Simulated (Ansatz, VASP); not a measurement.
# One calculation of TePb, two programs

File INCAR:

```
SYSTEM = TePb
PREC = Accurate ; ENCUT = 520
EDIFF = 1E-6 ; ISMEAR = 0
SIGMA = 0.02 ; LREAL = .False.
LASPH = .True. ; NELM = 60
ALGO = Normal ; ISIF = 2
LWAVE = .False. ; LCHARG = .False.
GGA = PE
```

KPOINTS

```
Automatic mesh
0
Gamma
  7 7 7
  0 0 0
```

Contents of POSCAR:

```
TePb
1.0
    0.0000000000      3.2310000000      3.2310000000
    3.2310000000      0.0000000000      3.2310000000
    3.2310000000      3.2310000000      0.0000000000
Pb Te
1 1
Direct
    0.0000000000      0.0000000000      0.0000000000
    0.5000000000      0.5000000000      0.5000000000
```

input.yaml

```yaml
crystal:
  lattice:
    - [0.0, 3.231, 3.231]
    - [3.231, 0.0, 3.231]
    - [3.231, 3.231, 0.0]
  atoms:
    - { symbol: Pb, position: [0.0, 0.0, 0.0] }
    - { symbol: Te, position: [0.5, 0.5, 0.5] }
hamiltonian:
  xc: pbe
  pseudopotentials: { kind: paw }
kpoints:
  mp_grid: { grid: [7, 7, 7] }
scf:
  occupations: { method: gaussian, width: 0.02 }
output:
  forces: true
  stress: true
  eigenvalues: true
```

Alike in both runs: task single point; functional PBE; k mesh 7 × 7 × 7; occupations gaussian, width 0.02 eV; no spin polarisation.

```csv
,VASP,Ansatz
version,VASP 6.6.1,Ansatz 0.2.0
potentials or method,"VASP PAW PBE potentials, release 64 (Pb_d, Te)",Ansatz PAW
plane-wave cutoff (eV),520,420
valence electrons in the cell,20,30
```

|  | VASP | Ansatz | Ansatz less VASP |
| --- | --- | --- | --- |
| gap on the k mesh at the Fermi level (eV) | 1.01 | 1.01 | -0.003 |
| least direct gap on the mesh (eV) | 1.01 | 1.01 | -0.003 |
| pressure (GPa) | 2.1 | 2.1 | +0.06 |

With one functional, cell and mesh, what is left measures potentials, basis and numerics. The two sets of potentials don't hold the same shells in valence.

The runs have no spin-orbit coupling, so splittings on Pb, Te are missing.
